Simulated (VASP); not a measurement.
# SnSe2 (P-3m1) in VASP: a series of runs, part 2 of 2

VASP 6.6.1.

**4. Relaxation of cell and atoms, PBE+D3(BJ), target pressure 5.1 GPa, at which the enthalpy is minimised**

INCAR reads:

```
SYSTEM = SnSe2
PREC     = Accurate       ! precision mode
ENCUT    = 600            ! plane-wave cutoff, eV
EDIFF    = 1E-6           ! SCF threshold, eV
ISMEAR   = 0              ! smearing method
SIGMA    = 0.03           ! smearing width, eV
LREAL    = .False.        ! projectors in reciprocal space
LASPH    = .True.         ! aspherical terms in the spheres
NELM     = 80             ! most SCF steps
ALGO     = Normal         ! electronic algorithm
ISIF     = 3              ! what is computed and relaxed
LWAVE    = .False.        ! write WAVECAR
LCHARG   = .False.        ! write CHGCAR
GGA      = PE             ! functional
IVDW     = 12             ! dispersion correction
IBRION   = 2              ! ionic algorithm
NSW      = 90             ! ionic steps
EDIFFG   = -0.01          ! ionic threshold
PSTRESS  = 51.0
```

KPOINTS reads:

```
Automatic mesh
0
Gamma
  9 9 5
  0 0 0
```

POSCAR reads:

```
SnSe2
1.0
    3.8110000000      0.0000000000      0.0000000000
   -1.9055000000      3.3004228138      0.0000000000
    0.0000000000      0.0000000000      6.1360000000
Sn Se
1 2
Direct
    0.0000000000      0.0000000000      0.0000000000
    0.3333333333      0.6666666667      0.2490000000
    0.6666666667      0.3333333333      0.7510000000
```

Potentials or basis: VASP PAW PBE potentials, release 64 (Sn_d, Se).

Run with:

```bash
> cat potpaw_PBE.64/Sn_d/POTCAR potpaw_PBE.64/Se/POTCAR > POTCAR
> mpirun -np 1 vasp_std > vasp.out
```

OUTCAR:

```text
SYSTEM = SnSe2
   PREC = Accurate
   ENCUT = 600
   EDIFF = 1E-6
   ISMEAR = 0
   LREAL = .False.
   LASPH = .True.
   NELM = 80
   ISIF = 3
   GGA = PE
   IVDW = 12
   IBRION = 2
   NSW = 90
   EDIFFG = -0.01
   PSTRESS = 51.0
 IVDW          = 12

 ion  position               nearest neighbor table
   1  0.000  0.000  0.000-   2 2.68   3 2.68   2 2.68   3 2.68   3 2.68   2 2.68
   2  0.333  0.667  0.249-   1 2.68   1 2.68   1 2.68
   3  0.667  0.333  0.751-   1 2.68   1 2.68   1 2.68

  LATTYP: Found a hexagonal cell.
 ALAT       =     3.8110000000
 C/A-ratio  =     1.6100760955

  Lattice vectors:

 A1 = (   3.8110000000,   0.0000000000,   0.0000000000)
 A2 = (  -1.9055000000,   3.3004228138,   0.0000000000)
 A3 = (   0.0000000000,   0.0000000000,   6.1360000000)

Analysis of symmetry for initial positions (statically):
=====================================================================
 Subroutine PRICEL returns:
 Original cell was already a primitive cell.

 Routine SETGRP: Setting up the symmetry group for a
 hexagonal supercell.

 Subroutine GETGRP returns: Found 12 space group operations
 (whereof 12 operations were pure point group operations)
 out of a pool of 24 trial point group operations.

The static configuration has the point symmetry D_3d.

Analysis of symmetry for dynamics (positions and initial velocities):
=====================================================================
 Subroutine PRICEL returns:
[... 164 lines left out ...]

 Edisp (eV)   -1.08284

 E8    (eV) :    -0.4736
[... 116 lines left out ...]
  energy  without entropy=      -12.7427385212  energy(sigma->0) =      -12.74273852

  enthalpy is  TOTEN    =       -10.4817118288 eV   P V=        2.2610266924

 E-fermi :   5.3873     XC(G=0):  -9.9242

 val. band max:        5.2584499958   @ k =   0.1111  -0.0000   0.2000
 cond. band min:       5.5141911064   @ k =   0.0000   0.4444   0.4000
 fundamental gap:      0.2557411106
 Fermi energy:         5.3872622804

 k-point     1 :       0.0000    0.0000    0.0000
  band No.  band energies     occupation
      1     -16.2443      2.00000
      2     -16.2443      2.00000
      3     -16.1912      2.00000
      4     -16.1765      2.00000
      5     -16.1765      2.00000
      6      -9.1477      2.00000
[... 459 lines left out ...]
      6      -8.1846      2.00000
[... 9 lines left out ...]
     16      10.4460      0.00000
     17      11.5301      0.00000

 [... further k-points ...]

[... ionic steps 4 to 11 ...]

--------------------------------------- Ionic step       12  -------------------------------------------

 number of electron      26.0000000 magnetization

------------------------ aborting loop because EDIFF is reached ----------------------------------------
[... 81 lines left out ...]
--------------------------------------- Ionic step       14  -------------------------------------------

 number of electron      25.9999998 magnetization

 Free energy of the ion-electron system (eV)
  ---------------------------------------------------
  ext. energy  EPLUGINS =         0.00000000
  ---------------------------------------------------
  free energy    TOTEN  =       -11.55858690 eV

  energy without entropy =      -11.55820052  energy(sigma->0) =      -11.55839371

 E-fermi :   6.1179     XC(G=0): -10.1550

 val. band max:        6.1162313158   @ k =   0.1111  -0.0000   0.0000
 cond. band min:       6.1413266029   @ k =   0.0000   0.3333   0.4000
 fundamental gap:      0.0250952871
 Fermi energy:         6.1179205666

 k-point     1 :       0.0000    0.0000    0.0000
  band No.  band energies     occupation
      1     -15.7267      2.00000
      2     -15.7267      2.00000
      3     -15.6884      2.00000
      4     -15.6732      2.00000
      5     -15.6732      2.00000
      6      -8.8051      2.00000
[... 509 lines left out ...]
  energy  without entropy=      -12.7858277002  energy(sigma->0) =      -12.78602089

  enthalpy is  TOTEN    =       -10.5996978350 eV   P V=        2.1865162496

 reached required accuracy - stopping structural energy minimisation
```

OSZICAR:

```text
N       E                     dE             d eps       ncg     rms          rms(c)
DAV:   1     0.205540383931E+03    0.20554E+03   -0.13598E+04  1700   0.191E+03
DAV:   2     0.111107889790E+02   -0.19443E+03   -0.19068E+03  1812   0.417E+02
DAV:   3    -0.112860420963E+02   -0.22397E+02   -0.21463E+02  2142   0.126E+02
[... 119 lines left out ...]
DAV:   1    -0.115587090706E+02   -0.99858E-03   -0.55722E-03  1878   0.597E-01    0.629E-02
DAV:   2    -0.115586203098E+02    0.88761E-04   -0.27178E-04  2429   0.202E-01    0.371E-02
DAV:   3    -0.115585892479E+02    0.31062E-04   -0.60684E-05  2286   0.117E-01    0.124E-02
DAV:   4    -0.115585870837E+02    0.21642E-05   -0.11535E-05  2422   0.388E-02    0.424E-03
DAV:   5    -0.115585869014E+02    0.18232E-06   -0.10915E-06   955   0.118E-02
  14 F= -.10599698E+02 E0= -.10599505E+02  d E =-.260913E-03
```

CONTCAR:

```text
SnSe2
   1.00000000000000
     3.7801635236578126   -0.0000000000000000   -0.0000000000000000
    -1.8900817618289063    3.2737176419022074   -0.0000000000000000
    -0.0000000000000000   -0.0000000000000001    5.5506176158527420
  Sn              Se
     1     2
Direct
     0.0000000000000000    1.0000000000000000    1.0000000000000000
     0.3333333332999970    0.6666666667000030    0.2861105149537241
     0.6666666667000030    0.3333333332999970    0.7138894850462759

  0.00000000E+00  0.00000000E+00  0.00000000E+00
  0.00000000E+00  0.00000000E+00  0.00000000E+00
  0.00000000E+00  0.00000000E+00  0.00000000E+00
```

Wall time 4.2 min (1 thread of Intel Xeon 6975P-C (Granite Rapids), shared host); peak memory 0.27 GiB.

Results:

```yaml
Free_energy: -12.7862 eV
Relaxed_volume: 22.90 Å³/atom
Relaxed_cell: a = 3.780 Å, b = 3.780 Å, c = 5.551 Å, α = 90.00°, β = 90.00°, γ = 120.00°
Space_group_after_relaxing_to_0.05_Å: P-3m1 (No. 164)
Energy_change_on_relaxing_the_enthalpy_is_what_falls: +14.6 meV/atom
Ionic_steps: 14
Pressure_after_relaxing: 5.1 GPa
Largest_force_after_relaxing: 0.007 eV/Å
Band_gap_on_the_k_mesh: none (metal or under the smearing width)
Dispersion_energy_per_atom: -0.409 eV
```

Forces on the atoms (eV/Å):
```
Sn   0.000  0.000  0.000
Se   0.000  0.000 -0.007
Se   0.000  0.000  0.007
```

Step by step:
| step | energy change (eV) | largest force (eV/Å) | pressure (GPa) | volume (Å³) |
| --- | --- | --- | --- | --- |
| 1 | 0.0000 | 0.8170 | 3.32 | 77.18 |
| 2 | 0.0193 | 0.7383 | 5.14 | 74.02 |
| 3 | 0.0874 | 0.6417 | 7.25 | 71.03 |
| 4 | 0.0373 | 0.1312 | 4.97 | 71.31 |
| 5 | 0.0290 | 0.0859 | 4.01 | 71.44 |
| 6 | 0.0245 | 0.0583 | 4.41 | 70.46 |
| 7 | 0.0428 | 0.0267 | 5.30 | 68.95 |
| 8 | 0.1729 | 0.1402 | 8.38 | 65.75 |
| 9 | 0.0682 | 0.0437 | 6.14 | 68.02 |
| 10 | 0.0322 | 0.1031 | 4.32 | 69.12 |
| 11 | 0.0461 | 0.0462 | 5.12 | 68.63 |
| 12 | 0.0457 | 0.0476 | 5.09 | 68.64 |
| 13 | 0.0445 | 0.0218 | 5.11 | 68.67 |
| 14 | 0.0439 | 0.0074 | 5.13 | 68.69 |

Final structure:
```
Sn Se
1.0
     3.78016    0.00000    0.00000
    -1.89008    3.27372    0.00000
     0.00000    0.00000    5.55062
Sn Se
1 2
Direct
  0.00000 0.00000 0.00000
  0.33333 0.66667 0.28611
  0.66667 0.33333 0.71389
```

Levels at points of the mesh, in eV from the Fermi level:
| k point | band 11 | band 12 | band 13 | band 14 | band 15 | band 16 |
| --- | --- | --- | --- | --- | --- | --- |
| (0.00, 0.00, 0.00) | -1.15 | -1.15 | -0.22 | 0.45 | 2.66 | 4.29 |

Caveat: the cell is relaxed towards a set pressure, so the enthalpy falls and the energy may rise.

**5. Relaxation of cell and atoms, PBE+D3(BJ), target pressure 5.1 GPa, at which the enthalpy is minimised**

This run uses another cell than the first one, of 22.90 Å³/atom, 0.890 times its volume.

INCAR, as its differences from that of step 4:

```diff
@@ -3,3 +3,3 @@
 ENCUT    = 600            ! plane-wave cutoff, eV
-EDIFF    = 1E-6           ! SCF threshold, eV
+EDIFF    = 1E-7           ! SCF threshold, eV
 ISMEAR   = 0              ! smearing method
@@ -17,3 +17,3 @@
 NSW      = 90             ! ionic steps
-EDIFFG   = -0.01          ! ionic threshold
+EDIFFG   = -0.005         ! ionic threshold
 PSTRESS  = 51.0
```

KPOINTS is that of step 4.

POSCAR reads:

```
SnSe2                                   
1.0
    3.7801635237     -0.0000000000     -0.0000000000
   -1.8900817618      3.2737176419     -0.0000000000
   -0.0000000000     -0.0000000000      5.5506176159
  Sn              Se            
     1     2
Direct
     0.0000000000000000    1.0000000000000000    1.0000000000000000
     0.3333333332999970    0.6666666667000030    0.2861105149537241
     0.6666666667000030    0.3333333332999970    0.7138894850462759
```

Run with:

```bash
> cat potpaw_PBE.64/Sn_d/POTCAR potpaw_PBE.64/Se/POTCAR > POTCAR
> mpirun -np 1 vasp_std > vasp.out
```

It took 2.1 min on 1 thread of Intel Xeon 6975P-C (Granite Rapids), shared host; peak memory 0.26 GiB.

The run converged. Its results:

- Free energy: -12.7888 eV
- Relaxed volume: 22.93 Å³/atom
- Relaxed cell: a = 3.780 Å, b = 3.780 Å, c = 5.560 Å, α = 90.00°, β = 90.00°, γ = 120.00°
- Space group after relaxing (to 0.05 Å): P-3m1 (No. 164)
- Energy change on relaxing (the enthalpy is what falls): -1.0 meV/atom
- Ionic steps: 9
- Pressure after relaxing: 5.1 GPa
- Band gap on the k mesh: none (metal or under the smearing width)
- Dispersion energy per atom: -0.409 eV

Forces in eV/Å, atoms in the order of the input:
```
Sn   0.000  0.000  0.000
Se   0.000  0.000  0.002
Se   0.000  0.000 -0.002
```

The path:
```
step  energy change (eV)  largest force (eV/Å)  pressure (GPa)  volume (Å³)
   1              0.0000                0.0075            5.12        68.69
   2             -0.0010                0.0086            5.09        68.72
   3             -0.0023                0.0099            5.05        68.76
   4             -0.0024                0.0090            5.05        68.76
   5             -0.0026                0.0063            5.05        68.77
   6             -0.0031                0.0008            5.07        68.79
   7             -0.0041                0.0112            5.09        68.82
   8             -0.0034                0.0023            5.08        68.80
   9             -0.0030                0.0022            5.09        68.78
```

Final structure:
```cif
data_structure
_symmetry_space_group_name_H-M 'P 1'
_symmetry_Int_Tables_number 1
_cell_length_a 3.7795
_cell_length_b 3.7795
_cell_length_c 5.5601
_cell_angle_alpha 90.000
_cell_angle_beta 90.000
_cell_angle_gamma 120.000
_cell_volume 68.78
loop_
_atom_site_label
_atom_site_type_symbol
_atom_site_fract_x
_atom_site_fract_y
_atom_site_fract_z
_atom_site_occupancy
Sn1 Sn 0.00000 0.00000 0.00000 1
Se1 Se 0.33333 0.66667 0.28555 1
Se2 Se 0.66667 0.33333 0.71445 1
```

Levels at points of the mesh, in eV from the Fermi level:
```csv
k point,band 11,band 12,band 13,band 14,band 15,band 16
"(0.00, 0.00, 0.00)",-1.15,-1.15,-0.22,0.46,2.66,4.29
```

Caveat: the cell is relaxed towards a set pressure, so the enthalpy falls and the energy may rise; pairwise dispersion overbinds metals, which lowers pressure and volume.

**6. Relaxation of cell and atoms, PBE+D3(BJ)**

INCAR reads:

```
SYSTEM = SnSe2
PREC = Accurate ; ENCUT = 600
EDIFF = 1E-6 ; ISMEAR = 0
SIGMA = 0.03 ; LREAL = .FALSE.
LASPH = .TRUE. ; NELM = 80
ALGO = Normal ; ISIF = 3
LWAVE = .FALSE. ; LCHARG = .FALSE.
GGA = PE ; IVDW = 12
IBRION = 2 ; NSW = 90
EDIFFG = -0.01 ; KPAR = 2
```

KPOINTS reads:

```
regular mesh
0
G
  9 9 5
  0 0 0
```

POSCAR reads:

```
SnSe2
1.0
    3.8110000000      0.0000000000      0.0000000000
   -1.9055000000      3.3004228138      0.0000000000
    0.0000000000      0.0000000000      6.1360000000
Sn Se
1 2
Direct
    0.0000000000      0.0000000000      0.0000000000
    0.3333333333      0.6666666667      0.2490000000
    0.6666666667      0.3333333333      0.7510000000
```

Potentials or basis: VASP PAW PBE potentials, release 64 (Sn_d, Se).

Run with:

```bash
> cat potpaw_PBE.64/Sn_d/POTCAR potpaw_PBE.64/Se/POTCAR > POTCAR
> mpirun -np 2 vasp_std > vasp.out
```

Wall time 2.3 min (2 MPI ranks of Intel Xeon 6975P-C (Granite Rapids), shared host); peak memory 0.26 GiB.

The run converged. Its results:

- Free energy: -12.8977 eV
- Relaxed volume: 25.57 Å³/atom
- Relaxed cell: a = 3.839 Å, b = 3.839 Å, c = 6.009 Å, α = 90.00°, β = 90.00°, γ = 120.00°
- Space group after relaxing (to 0.05 Å): P-3m1 (No. 164)
- Energy gained by relaxing: 22.5 meV/atom
- Ionic steps: 15
- Pressure after relaxing: 0.0 GPa
- Largest force after relaxing: 0.009 eV/Å
- Band gap on the k mesh: 0.43 eV, indirect (least direct gap 0.82 eV)
- Dispersion energy per atom: -0.364 eV

Forces on the atoms (eV/Å):
```
Sn   0.000  0.000  0.000
Se   0.000  0.000 -0.009
Se   0.000  0.000  0.009
```

Stress tensor (GPa, compression positive):
```
 0.05  0.00  0.00
 0.00  0.05  0.00
 0.00  0.00 -0.04
```

The path:
```
step  energy change (eV)  largest force (eV/Å)  pressure (GPa)  volume (Å³)
   1              0.0000                0.8170            3.32        77.18
   2             -0.0197                0.2899           -2.87        83.28
   3             -0.0517                0.1634           -0.43        80.49
   4             -0.0517                0.1750           -0.35        80.42
   5             -0.0556                0.1286           -0.22        79.88
   6             -0.0575                0.0774           -0.05        79.31
   7             -0.0576                0.0634            0.00        79.15
   8             -0.0596                0.0466           -0.06        78.93
   9             -0.0641                0.0019           -0.24        78.26
  10             -0.0665                0.0943           -0.45        76.89
  11             -0.0668                0.0664           -0.38        77.28
  12             -0.0669                0.0461            0.41        76.18
  13             -0.0675                0.0072            0.05        76.70
  14             -0.0675                0.0101            0.00        76.73
  15             -0.0675                0.0087            0.02        76.71
```

Final structure:
```
Sn Se
1.0
     3.83942    0.00000    0.00000
    -1.91971    3.32504    0.00000
     0.00000    0.00000    6.00918
Sn Se
1 2
Direct
  0.00000 0.00000 0.00000
  0.33333 0.66667 0.26558
  0.66667 0.33333 0.73442
```

Levels at points of the mesh, in eV from the valence-band top:
```tsv
k point	band 10	band 11	band 12	band 13	band 14	band 15	band 16	band 17
(0.00, 0.00, 0.00)	-0.70	-0.54	-0.54	-0.10	0.71	2.94	4.50	4.50
```

Caveat: spin-orbit coupling is left out, which moves the levels of the heavy elements; an odd mesh through Γ misses points on the zone boundary, where band edges often lie.

**7. Overview**

| level | cell | target pressure | gap on the mesh (eV) | pressure (GPa) |
| --- | --- | --- | --- | --- |
| r2SCAN | relaxed | - | 1.04 | 0.0 |
| PBE+D3(BJ) | relaxed to 5.1 GPa | 5.1 GPa | none | 5.1 |
| PBE+D3(BJ) | relaxed | - | 0.43 | 0.0 |

Alike in all rows: task relaxation of cell and atoms; potentials or basis VASP PAW PBE potentials, release 64 (Sn_d, Se); no spin polarisation; k mesh 9 × 9 × 5; cutoff (eV) 600; smearing gaussian 0.03 eV.

Caveats: spin-orbit coupling is left out, which moves the levels of the heavy elements (some runs); an odd mesh through Γ misses points on the zone boundary, where band edges often lie (some runs); the relaxation stopped at its first step, so nothing moved (some runs); the PAW data sets were made with another functional, which shifts forces and pressure a little (some runs); the cell is relaxed towards a set pressure, so the enthalpy falls and the energy may rise (some runs); pairwise dispersion overbinds metals, which lowers pressure and volume (some runs).

Absolute energies hang on the potentials; compare differences alone.
